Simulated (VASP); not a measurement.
# F (C2/c) in VASP: further runs

One crystal, F, is run at these levels: PBE+D3(BJ); tasks: single point, relaxation of cell and atoms.

Program: VASP 6.6.1. These are calculated values, not measurements. Logs are shortened: lines on timing, memory, paths and dates and some standing lists are left out, and cuts for length are marked.

## (1) Starting point

Symmetry: C2/c, No. 15, monoclinic system. The conventional cell has a = 5.761 Å, b = 3.526 Å, c = 6.890 Å, α = 90.00°, β = 98.20°, γ = 90.00°. F (site symmetry 1) is surrounded by 1 F at 1.42 Å.

## (2) Single point, PBE+D3(BJ)

INCAR reads:

```
PREC = Accurate
ENCUT = 520
EDIFF = 1E-6
ISMEAR = 0
SIGMA = 0.02
LREAL = False
LASPH = True
NELM = 100
ALGO = Normal
ISIF = 2
LWAVE = False
LCHARG = False
GGA = PE
IVDW = 12
NBANDS = 22
```

KPOINTS reads:

```
Automatic mesh
0
Gamma
  8 8 4
```

POSCAR reads:

```
F
1.0
    2.8780173985     -1.7632003928      0.1247926411
    2.8780173985      1.7632003928      0.1247926411
   -1.2778440515      0.0000000000      6.7709365989
F
4
Direct
    0.9239518860      0.5906139825      0.0942755397
    0.4093860175      0.0760481140      0.4057244603
    0.0760481140      0.4093860175      0.9057244603
    0.5906139825      0.9239518860      0.5942755397
```

Potentials or basis: VASP PAW PBE potentials, release 64 (F).

Launch:

```
cat potpaw_PBE.64/F/POTCAR > POTCAR
mpirun -np 1 vasp_std > vasp.out
```

OUTCAR:

```text
PREC = Accurate
   ENCUT = 520
   EDIFF = 1E-6
   ISMEAR = 0
   LREAL = False
   LASPH = True
   NELM = 100
   ISIF = 2
   GGA = PE
   IVDW = 12
 IVDW          = 12

 ion  position               nearest neighbor table
   1  0.924  0.591  0.094-   3 1.42
   2  0.409  0.076  0.406-   4 1.42
   3  0.076  0.409  0.906-   1 1.42
   4  0.591  0.924  0.594-   2 1.42

  LATTYP: Found a base centered monoclinic cell.
 ALAT       =     5.7614433432
 B/A-ratio  =     0.6120689861
 C/A-ratio  =     1.1959610955
 COS(beta)  =    -0.1427085748

  Lattice vectors:

 A1 = (   2.8780173985,  -1.7632003928,   0.1247926411)
 A2 = (   2.8780173985,   1.7632003928,   0.1247926411)
 A3 = (  -1.2778440515,   0.0000000000,   6.7709365989)

Analysis of symmetry for initial positions (statically):
=====================================================================
 Subroutine PRICEL returns:
 Original cell was already a primitive cell.

 Routine SETGRP: Setting up the symmetry group for a
 base centered monoclinic supercell.

 Subroutine GETGRP returns: Found  4 space group operations
 (whereof  2 operations were pure point group operations)
 out of a pool of  4 trial point group operations.

The static configuration has the point symmetry S_2 .
 The point group associated with its full space group is C_2h.

Analysis of symmetry for dynamics (positions and initial velocities):
=====================================================================
 Subroutine PRICEL returns:
 Original cell was already a primitive cell.

 Routine SETGRP: Setting up the symmetry group for a
 base centered monoclinic supercell.

 Subroutine GETGRP returns: Found  4 space group operations
 (whereof  2 operations were pure point group operations)
 out of a pool of  4 trial point group operations.

The dynamic configuration has the point symmetry S_2 .
 The point group associated with its full space group is C_2h.

 Subroutine INISYM returns: Found  4 space group operations
 (whereof  2 operations are pure point group operations),
 and found     1 'primitive' translations

----------------------------------------------------------------------------------------

                                     Primitive cell

  volume of cell :      69.2809

  direct lattice vectors                    reciprocal lattice vectors
     2.878017398 -1.763200393  0.124792641     0.172320569 -0.283575254  0.032521175
     2.878017398  1.763200393  0.124792641     0.172320569  0.283575254  0.032521175
    -1.277844052  0.000000000  6.770936599    -0.006351954  0.000000000  0.146491284

  length of vectors
     3.377489152  3.377489152  6.890462092     0.333417052  0.333417052  0.146628931

  position of ions in fractional coordinates (direct lattice)
     0.923951886  0.590613983  0.094275540
     0.409386017  0.076048114  0.405724460
     0.076048114  0.409386017  0.905724460
     0.590613983  0.923951886  0.594275540

  ion indices of the primitive-cell ions
   primitive index   ion index
                 1           1
                 2           2
                 3           3
                 4           4

----------------------------------------------------------------------------------------

 KPOINTS: Automatic mesh

Automatic generation of k-mesh.
 Grid dimensions read from file:
 generate k-points for:    8    8    4

 Generating k-lattice:

  Cartesian coordinates                     Fractional coordinates (reciprocal lattice)
     0.021540071 -0.035446907  0.004065147     0.125000000  0.000000000 -0.000000000
     0.021540071  0.035446907  0.004065147     0.000000000  0.125000000 -0.000000000
    -0.001587989  0.000000000  0.036622821    -0.000000000 -0.000000000  0.250000000

  Length of vectors
     0.041677131  0.041677131  0.036657233

  Shift w.r.t. Gamma in fractional coordinates (k-lattice)
     0.000000000  0.000000000  0.000000000

 Subroutine IBZKPT returns following result:
 ===========================================

 Found     78 irreducible k-points:

 Following reciprocal coordinates:
            Coordinates               Weight
  0.000000  0.000000  0.000000      1.000000
  0.125000  0.000000  0.000000      4.000000
  0.250000  0.000000  0.000000      4.000000
  0.375000  0.000000  0.000000      4.000000
  0.500000  0.000000  0.000000      2.000000
  0.125000  0.125000  0.000000      2.000000
[... 16 lines left out ...]
  0.125000  0.000000  0.250000      4.000000
  0.250000  0.000000  0.250000      4.000000
 [... further k-points ...]
   k-points           NKPTS =     78   k-points in BZ     NKDIM =     78   number of bands    NBANDS=     22
   number of dos      NEDOS =    301   number of ions     NIONS =      4
   total plane-waves  NPLWV =  42336
   dimension x,y,z NGX =    28 NGY =   28 NGZ =   54
   dimension x,y,z NGXF=    56 NGYF=   56 NGZF=  108
   ions per type =               4
   NGX,Y,Z   is equivalent  to a cutoff of  13.78, 13.78, 13.03 a.u.
   NGXF,Y,Z  is equivalent  to a cutoff of  27.56, 27.56, 26.06 a.u.
 SYSTEM =  unknown system
   PREC   = accura    normal or accurate (medium, high low for compatibility)
   ISTART =      0    job   : 0-new  1-cont  2-samecut
   ICHARG =      2    charge: 1-file 2-atom 10-const
   ISPIN  =      1    spin polarized calculation?
   LNONCOLLINEAR =      F non collinear calculations
   LSORBIT =      F    spin-orbit coupling
   LASPH  =      T    aspherical Exc in radial PAW
   ENCUT  =  520.0 eV  38.22 Ry    6.18 a.u.   6.28  6.28 12.81*2*pi/ulx,y,z
   NELM   =    100;   NELMIN=  2; NELMDL= -5     # of ELM steps
   EDIFF  = 0.1E-05   stopping-criterion for ELM
   LREAL  =      F    real-space projection
   EDIFFG = 0.1E-04   stopping-criterion for IOM
   NSW    =      0    number of steps for IOM
   IBRION =     -1    ionic relax: 0-MD 1-quasi-New 2-CG
   NFREE  =      0    steps in history (QN), initial steepest desc. (CG)
   ISIF   =      2    stress and relaxation
   ISYM   =      2    0-nonsym 1-usesym 2-fastsym
   POTIM  = 0.5000    time-step for ionic-motion
   TEBEG  =    0.0;   TEEND  =   0.0 temperature during run
   PSTRESS=    0.0 pullay stress
   NELECT =      28.0000    total number of electrons
   NUPDOWN=      -1.0000    fix difference up-down
   EMIN   =  10.00;   EMAX   =-10.00  energy-range for DOS
   EFERMI =   0.00;   METHOD = LEGACY
   ISMEAR =     0;   SIGMA  =   0.02  broadening in eV -4-tet -1-fermi 0-gaus
   EFERMI_NEDOS =   21; number of points for ismear=-14 and -15
   IALGO  =     38    algorithm
   IMIX   =      4    mixing-type and parameters
     AMIX     =   0.40;   BMIX     =  1.00
     AMIX_MAG =   1.60;   BMIX_MAG =  1.00
  volume/ion in A,a.u.               =      17.32       116.88
  Fermi-wavevector in a.u.,A,eV,Ry     =   1.210384  2.287294 19.932926  1.465029
  Thomas-Fermi vector in A             =   2.345932
   LORBIT       =      0    0 simple, 1 ext, 2 COOP (PROOUT), +10 PAW based schemes
   GGA     = PE    functional components
   LHFCALC =     F    Hartree Fock is set to
   AEXX    =    0.0000 exact exchange contribution
   IVDW    =    12    specifies the selected vdW correction
   LEPSILON=     F    determine dielectric tensor
   LRPA    =     F    only Hartree local field effects (RPA)
 non-spin polarized calculation
 Gauss-broadening in eV      SIGMA  =   0.02
  energy-cutoff  :      520.00
  volume of cell :       69.28
 maximum number of plane-waves:      1887
 NGX is ok and might be reduce to    28
   NGX = 13   NGY = 13   NGZ = 25

 number of electron      28.0000016 magnetization

 Free energy of the ion-electron system (eV)
  ---------------------------------------------------
  ext. energy  EPLUGINS =         0.00000000
  ---------------------------------------------------
  free energy    TOTEN  =        -7.31399583 eV

  energy without entropy =       -7.31399583  energy(sigma->0) =       -7.31399583

 E-fermi :  -5.4215     XC(G=0):  -7.2799

 val. band max:       -5.5809887443   @ k =   0.5000   0.0000   0.5000
 cond. band min:      -2.6451561222   @ k =   0.0000   0.0000   0.0000
 fundamental gap:      2.9358326220
 Fermi energy:        -5.4215408508

 k-point     1 :       0.0000    0.0000    0.0000
  band No.  band energies     occupation
      1     -30.3595      2.00000
      2     -30.2609      2.00000
      3     -24.1782      2.00000
      4     -23.8947      2.00000
      5     -12.0017      2.00000
      6     -11.3625      2.00000
[... 14 lines left out ...]
     21      14.4194      0.00000
     22      14.9634      0.00000

 k-point     2 :       0.1250    0.0000    0.0000
  band No.  band energies     occupation
      1     -30.3474      2.00000
      2     -30.2563      2.00000
      3     -24.1658      2.00000
      4     -23.9043      2.00000
      5     -11.9825      2.00000
      6     -11.3866      2.00000
[... 14 lines left out ...]
     21      13.4063      0.00000
     22      14.6242      0.00000

 k-point     3 :       0.2500    0.0000    0.0000
  band No.  band energies     occupation
      1     -30.3168      2.00000
      2     -30.2469      2.00000
      3     -24.1318      2.00000
      4     -23.9321      2.00000
      5     -11.9245      2.00000
      6     -11.4577      2.00000
[... 14 lines left out ...]
     21      12.6259      0.00000
     22      13.4456      0.00000

 k-point     4 :       0.3750    0.0000    0.0000
  band No.  band energies     occupation
      1     -30.2809      2.00000
      2     -30.2428      2.00000
      3     -24.0830      2.00000
      4     -23.9748      2.00000
      5     -11.8281      2.00000
      6     -11.5688      2.00000
[... 14 lines left out ...]
     21      11.0640      0.00000
     22      11.7135      0.00000

 k-point     5 :       0.5000    0.0000    0.0000
  band No.  band energies     occupation
      1     -30.2555      2.00000
      2     -30.2515      2.00000
      3     -24.0326      2.00000
      4     -24.0228      2.00000
      5     -11.7083      2.00000
      6     -11.6955      2.00000
[... 14 lines left out ...]
     21      10.0487      0.00000
     22      10.2876      0.00000

 k-point     6 :       0.1250    0.1250    0.0000
  band No.  band energies     occupation
      1     -30.3489      2.00000
      2     -30.2537      2.00000
      3     -24.1679      2.00000
      4     -23.8944      2.00000
      5     -11.9857      2.00000
      6     -11.3693      2.00000
[... 14 lines left out ...]
     21      14.4435      0.00000
     22      14.4481      0.00000

 k-point     7 :       0.2500    0.1250    0.0000
  band No.  band energies     occupation
      1     -30.3291      2.00000
      2     -30.2445      2.00000
      3     -24.1479      2.00000
      4     -23.9047      2.00000
      5     -11.9525      2.00000
      6     -11.4003      2.00000
[... 324 lines left out ...]
      6     -11.5109      2.00000
[... 14 lines left out ...]
     21      10.2572      0.00000
     22      11.1934      0.00000

 k-point    21 :       0.5000    0.5000    0.0000
  band No.  band energies     occupation
      1     -30.2875      2.00000
      2     -30.2124      2.00000
      3     -24.1095      2.00000
      4     -23.8942      2.00000
      5     -11.8769      2.00000
      6     -11.4094      2.00000
[... 14 lines left out ...]
     21      10.2843      0.00000
     22      12.4930      0.00000

 k-point    22 :      -0.0000   -0.0000    0.2500
  band No.  band energies     occupation
      1     -30.3452      2.00000
      2     -30.2755      2.00000
      3     -24.1366      2.00000
      4     -23.9364      2.00000
      5     -11.9147      2.00000
      6     -11.4644      2.00000
[... 14 lines left out ...]
     21      15.0955      0.00000
     22      16.0295      0.00000

 k-point    23 :       0.1250    0.0000    0.2500
  band No.  band energies     occupation
      1     -30.3331      2.00000
      2     -30.2711      2.00000
      3     -24.1244      2.00000
      4     -23.9461      2.00000
      5     -11.8937      2.00000
      6     -11.4866      2.00000
[... 14 lines left out ...]
     21      13.4123      0.00000
     22      14.5650      0.00000

 k-point    24 :       0.2500    0.0000    0.2500
  band No.  band energies     occupation
      1     -30.3045      2.00000
      2     -30.2596      2.00000
      3     -24.0969      2.00000
      4     -23.9676      2.00000
      5     -11.8440      2.00000
      6     -11.5373      2.00000
[... 14 lines left out ...]
     21      11.8686      0.00000
     22      12.5748      0.00000

 [... further k-points ...]

------------------------ aborting loop because EDIFF is reached ----------------------------------------

 Edisp (eV)   -0.10627

 E8    (eV) :    -0.0230

  FORCE on cell =-STRESS in cart. coord.  units (eV):
  Direction    XX          YY          ZZ          XY          YZ          ZX
  --------------------------------------------------------------------------------------
  -------------------------------------------------------------------------------------
  Total      -0.20715    -0.02684     0.64406     0.00000     0.00000    -0.08930
  in kB      -4.79057    -0.62071    14.89433     0.00000     0.00000    -2.06519
  external pressure =        3.16 kB  Pullay stress =        0.00 kB

 VOLUME and BASIS-vectors are now :
 -----------------------------------------------------------------------------
  energy-cutoff  :      520.00
  volume of cell :       69.28
      direct lattice vectors                 reciprocal lattice vectors
     2.878017398 -1.763200393  0.124792641     0.172320569 -0.283575254  0.032521175
     2.878017398  1.763200393  0.124792641     0.172320569  0.283575254  0.032521175
    -1.277844052  0.000000000  6.770936599    -0.006351954  0.000000000  0.146491284

 POSITION                                       TOTAL-FORCE (eV/Angst)
 -----------------------------------------------------------------------------------
      4.23848     -0.58774      0.82734        -0.041890      0.150487      0.332710
      0.87864     -0.58774      2.80771         0.041890      0.150487     -0.332710
      0.23971      0.58774      6.19318         0.041890     -0.150487     -0.332710
      3.59956      0.58774      4.21281        -0.041890     -0.150487      0.332710
 -----------------------------------------------------------------------------------
    total drift:                               -0.000000     -0.000000      0.000000

  FREE ENERGIE OF THE ION-ELECTRON SYSTEM (eV)
  ---------------------------------------------------
  free  energy   TOTEN  =        -7.4202671454 eV

  energy  without entropy=       -7.4202671454  energy(sigma->0) =       -7.42026715
```

It took 37 s on 1 thread of Intel Xeon 6975P-C (Granite Rapids), shared host; peak memory 0.24 GiB.

What came out:

```yaml
Free_energy: -7.4203 eV
Pressure: 0.3 GPa
Largest_force: 0.368 eV/Å
Band_gap_on_the_k_mesh: 2.94 eV, indirect (least direct gap 2.95 eV)
Dispersion_energy_per_atom: -0.027 eV
```

Forces on the atoms (eV/Å):
```
F   -0.042  0.150  0.333
F    0.042  0.150 -0.333
F    0.042 -0.150 -0.333
F   -0.042 -0.150  0.333
```

## (3) Relaxation of cell and atoms, PBE+D3(BJ)

This run uses another cell than the first one, of 16.41 Å³/atom, 0.948 times its volume.

INCAR reads:

```
  ALGO = Fast
  EDIFF = 1E-7
  EDIFFG = -0.005
  ENCUT = 600
  GGA = PE
  IBRION = 2
  ISIF = 3
  ISMEAR = 0
  IVDW = 12
  LASPH = T
  LCHARG = F
  LREAL = F
  LWAVE = F
  NELM = 100
  NSW = 100
  PREC = Accurate
  SIGMA = 0.02
```

KPOINTS reads:

```
k-points
0
Gamma
  8 8 4
```

POSCAR reads:

```
F
1.0
    2.7536348604     -1.6412147341     -0.0040556897
    2.7536348604      1.6412147341     -0.0040556897
   -1.5472437683      0.0000000000      7.2665962729
F
4
Direct
    0.9589196085      0.5709414390      0.0937117894
    0.4290585610      0.0410803915      0.4062882106
    0.0410803915      0.4290585610      0.9062882106
    0.5709414390      0.9589196085      0.5937117894
```

Potentials or basis: VASP PAW PBE potentials, release 64 (F).

Launch:

```
cat potpaw_PBE.64/F/POTCAR > POTCAR
mpirun -np 1 vasp_std > vasp.out
```

Run time: 36 min. Hardware: 1 thread of Intel Xeon 6975P-C (Granite Rapids), shared host; peak memory 0.31 GiB.

The run converged. Its results:

| Item | Value |
| --- | --- |
| Free energy | -7.4352 eV |
| Relaxed volume | 15.74 Å³/atom |
| Relaxed cell | a = 3.225 Å, b = 3.225 Å, c = 6.679 Å, α = 92.87°, β = 92.87°, γ = 65.22° |
| Space group after relaxing (to 0.05 Å) | C2/c (No. 15) |
| Energy gained by relaxing | 5.4 meV/atom |
| Ionic steps | 92 |
| Pressure after relaxing | 0.0 GPa |
| Band gap on the k mesh | 2.77 eV, direct |
| Dispersion energy per atom | -0.030 eV |

Forces in eV/Å, atoms in the order of the input:
```
F   -0.001  0.002  0.002
F    0.001  0.002 -0.002
F    0.001 -0.002 -0.002
F   -0.001 -0.002  0.002
```

Step by step:
| step | energy change (eV) | largest force (eV/Å) | pressure (GPa) | volume (Å³) |
| --- | --- | --- | --- | --- |
| 1 | 0.0000 | 0.3569 | 0.57 | 65.66 |
| 4 | -0.0031 | 0.0272 | -0.20 | 65.77 |
| 7 | -0.0089 | 0.0418 | -0.09 | 64.27 |
| 10 | -0.0127 | 0.0170 | -0.02 | 62.40 |
| 13 | -0.0130 | 0.0445 | -0.05 | 62.15 |
| 16 | -0.0131 | 0.0499 | -0.04 | 61.98 |
| 19 | -0.0132 | 0.0183 | 0.12 | 61.88 |
| 22 | -0.0134 | 0.0184 | 0.10 | 61.91 |
| 25 | -0.0142 | 0.0544 | 0.00 | 62.11 |
| 28 | -0.0144 | 0.0659 | -0.04 | 62.18 |
| 31 | -0.0146 | 0.0254 | 0.18 | 62.24 |
| 34 | -0.0151 | 0.0318 | 0.08 | 62.53 |
| 37 | -0.0153 | 0.0532 | 0.00 | 62.82 |
| 40 | -0.0156 | 0.0277 | 0.13 | 63.20 |
| 43 | -0.0159 | 0.0333 | 0.01 | 63.51 |
| 46 | -0.0164 | 0.0690 | -0.18 | 64.33 |
| 49 | -0.0170 | 0.0214 | -0.07 | 64.41 |
| 52 | -0.0175 | 0.0873 | -0.32 | 64.72 |
| 55 | -0.0182 | 0.0189 | -0.11 | 64.38 |
| 58 | -0.0187 | 0.0957 | 0.17 | 63.80 |
| 61 | -0.0190 | 0.0816 | 0.17 | 63.66 |
| 64 | -0.0201 | 0.0403 | -0.05 | 62.48 |
| 67 | -0.0202 | 0.0252 | 0.01 | 62.27 |
| 70 | -0.0203 | 0.0088 | 0.07 | 62.13 |
| 73 | -0.0209 | 0.0182 | 0.01 | 62.27 |
| 76 | -0.0212 | 0.0040 | 0.04 | 62.42 |
| 79 | -0.0213 | 0.0041 | 0.02 | 62.49 |
| 82 | -0.0213 | 0.0222 | 0.04 | 62.75 |
| 85 | -0.0214 | 0.0212 | 0.05 | 62.82 |
| 88 | -0.0214 | 0.0283 | 0.06 | 62.88 |
| 91 | -0.0214 | 0.0090 | -0.05 | 63.01 |
| 92 | -0.0214 | 0.0030 | -0.01 | 62.97 |

Final structure:
```yaml
crystal:
  lattice:
    - [2.70648, -1.73820, 0.23511]
    - [2.70648, 1.73820, 0.23511]
    - [-0.97184, 0.00000, 6.60778]
  atoms:
    - { symbol: F, position: [0.91482, 0.59246, 0.09652] }
    - { symbol: F, position: [0.40754, 0.08518, 0.40348] }
    - { symbol: F, position: [0.08518, 0.40754, 0.90348] }
    - { symbol: F, position: [0.59246, 0.91482, 0.59652] }
```

Levels at points of the mesh, in eV from the valence-band top:
```
           k point  band 12  band 13  band 14  band 15  band 16  band 17
(0.00, 0.00, 0.00)    -0.08    -0.04     0.00     2.77     3.61     9.34
(0.50, 0.00, 0.00)    -0.33    -0.10    -0.08     3.29     3.29    13.66
(0.50, 0.50, 0.00)    -0.49    -0.12    -0.05     3.00     3.54    13.84
(0.00, 0.00, 0.50)    -0.25    -0.02    -0.02     3.17     3.17    10.26
(0.50, 0.00, 0.50)    -0.29    -0.08    -0.02     3.24     3.27    14.12
(0.50, 0.50, 0.50)    -0.35    -0.30    -0.30     3.27     3.27    14.32
```

A k mesh can miss the band edges.
